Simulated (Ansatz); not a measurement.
Stackings of close-packed layers of Os (one atom a layer), each relaxed to a stress under 0.05 GPa; h and k mark layers whose two neighbours have the same or different letters; energies count from the stacking AB (P6_3/mmc).

All numbers below come from Ansatz 0.2.0, DFT PBE, scalar-relativistic, plane waves, PAW.

Cutoff 420 eV, Gaussian smearing of 0.10 eV, energies at zero smearing, symmetry of each start kept, no spin polarisation.

```json
{"start": "ABC (kkk)", "atoms": "3", "k mesh": "18×18×7", "excess energy (meV/atom)": "135.6", "spacing of like layers (Å)": "2.227", "a (Å)": "2.726"}
{"start": "ABAC (khkh)", "atoms": "4", "k mesh": "18×18×5", "excess energy (meV/atom)": "97.8", "spacing of like layers (Å)": "2.204", "a (Å)": "2.739"}
{"start": "ABCACB (hkkhkk)", "atoms": "6", "k mesh": "18×18×4", "excess energy (meV/atom)": "90.2", "spacing of like layers (Å)": "2.207", "a (Å)": "2.740"}
{"start": "ABABCBCAC (khhkhhkhh)", "atoms": "9", "k mesh": "18×18×3", "excess energy (meV/atom)": "43.8", "spacing of like layers (Å)": "2.188", "a (Å)": "2.748"}
{"start": "ABABAC (khhhkh)", "atoms": "6", "k mesh": "18×18×4", "excess energy (meV/atom)": "53.9", "spacing of like layers (Å)": "2.192", "a (Å)": "2.745"}
{"start": "ABCBABAC (kkhkhhkh)", "atoms": "8", "k mesh": "18×18×3", "excess energy (meV/atom)": "75.7", "spacing of like layers (Å)": "2.198", "a (Å)": "2.744"}
```

Zero in every row: gap on the mesh (eV).

Spin-orbit coupling is left out, which matters for the bands of heavy elements.

Small energy differences in metals hang on the k mesh (about 10 mJ/m² or 1 to 2 meV/atom on the mesh of the relaxation).

Cost: 6 runs of about 7.1 core-minutes in all, on AMD EPYC 9R45 (Zen 5) (shared hosts).